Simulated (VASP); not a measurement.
A run of VASP 6.6.1 is set up as follows.

Contents of INCAR:

```
PREC = Accurate ; ENCUT = 700
EDIFF = 1E-7 ; ISMEAR = 0
SIGMA = 0.1 ; LREAL = F
LASPH = T ; NELM = 80
ALGO = Normal ; ISIF = 3
LWAVE = F ; LCHARG = F
GGA = PE ; IBRION = 2
NSW = 80 ; EDIFFG = -0.002
```

Contents of KPOINTS:

```
Automatic mesh
0
Gamma
  18 18 18
```

File POSCAR:

```
Al                                      
1.0
    0.0000000000      2.0203408507      2.0203408507
    2.0203408507     -0.0000000000      2.0203408507
    2.0203408507      2.0203408507      0.0000000000
  Al            
     1
Direct
     0.0000000000000000    0.0000000000000000    0.0000000000000000
```

Potentials or basis: VASP PAW PBE potentials, release 64 (Al).

The run is started by

```sh
$ cat potpaw_PBE.64/Al/POTCAR > POTCAR
$ mpirun -np 1 vasp_std > vasp.out
```

Q: Estimate the band gap on the k mesh.

A: None (metal or under the smearing width).

Final structure:
```cif
data_structure
_symmetry_space_group_name_H-M 'P 1'
_symmetry_Int_Tables_number 1
_cell_length_a 2.8572
_cell_length_b 2.8572
_cell_length_c 2.8572
_cell_angle_alpha 60.000
_cell_angle_beta 60.000
_cell_angle_gamma 60.000
_cell_volume 16.49
loop_
_atom_site_label
_atom_site_type_symbol
_atom_site_fract_x
_atom_site_fract_y
_atom_site_fract_z
_atom_site_occupancy
Al1 Al 0.00000 0.00000 0.00000 1
```

Caveat: the relaxation stopped at its first step, so nothing moved.
